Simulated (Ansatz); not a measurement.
Here is an Ansatz 0.2.0 calculation.

run.py

```python
import json

import ase.io
import numpy as np

import ansatz as az

atoms = ase.io.read("PbS.cif")
atoms.info.pop("occupancy", None)

calculation = (
    az.Crystal.from_ase(atoms)
    .calculation()
    .kpoints(8, 8, 8)
    .functional("lda", dispersion="d3bj")
    .pseudopotentials(kind="paw_fr")
    .spin("noncollinear", soc=True)
    .occupations(method="methfessel_paxton", width=0.15)
    .density()
    .potential()
    .output_files(volumetric_format="npy")
    .electron_localization_function()
    .forces()
    .stress()
    .band_table(publish=True)
)
outcome = calculation.run(threads=2, events_out="events.jsonl")

report = outcome.report
for line in open("events.jsonl"):
    event = json.loads(line)
    if event["event"] == "scf_iter":
        d = event["data"]
        print(f"SCF {d['iter']:3d}  HF = {d['harris_foulkes_ev']:.6f} eV  dr2 = {d['dr2_ev']:.2e} eV")
    elif event["event"] in ("relax_step", "md_step"):
        d = event["data"]
        print(f"{event['event']} {d['step']:3d}  E = {d['lagrangian_ev']:.6f} eV")
np.set_printoptions(precision=5, suppress=True, linewidth=110)
print("converged:", report["converged"], "after", report["n_iterations"], "iterations")
print(f"free energy {report['free_energy_ev']:.6f} eV, Fermi level {report['fermi_energy_ev']:.4f} eV")
for key in ("band_edges_ev", "magnetization_mub", "site_moments_mub", "site_moments_nc_mub", "forces_ev_ang",
                "stress_gpa"):
    if report.get(key) is not None:
        print(key, np.array(report[key]), sep="\n")
```

File PbS.cif:

```cif
data_PbS
_cell_length_a 4.19420387
_cell_length_b 4.19420387
_cell_length_c 4.19420387
_cell_angle_alpha 60.00000000
_cell_angle_beta 60.00000000
_cell_angle_gamma 60.00000000
_space_group_name_H-M_alt 'P1'
_space_group_name_Hall 'P 1'
_space_group_IT_number 1
loop_
_space_group_symop_operation_xyz
'x,y,z'
loop_
_atom_site_label
_atom_site_type_symbol
_atom_site_symmetry_multiplicity
_atom_site_Wyckoff_symbol
_atom_site_fract_x
_atom_site_fract_y
_atom_site_fract_z
_atom_site_occupancy
Pb1 Pb 1 a 0.0000000000 0.0000000000 0.0000000000 1
S1 S 1 a 0.5000000000 0.5000000000 0.5000000000 1
```

Potentials or basis: Ansatz PAW.

The run is started by

```console
$ python run.py
```

Estimate the band gap on the k mesh.

0.21 eV, direct.

Estimate the pressure.

-5.3 GPa.

Caveat: the dispersion damping was fitted for another functional or another form of the correction. A k mesh can miss the band edges.
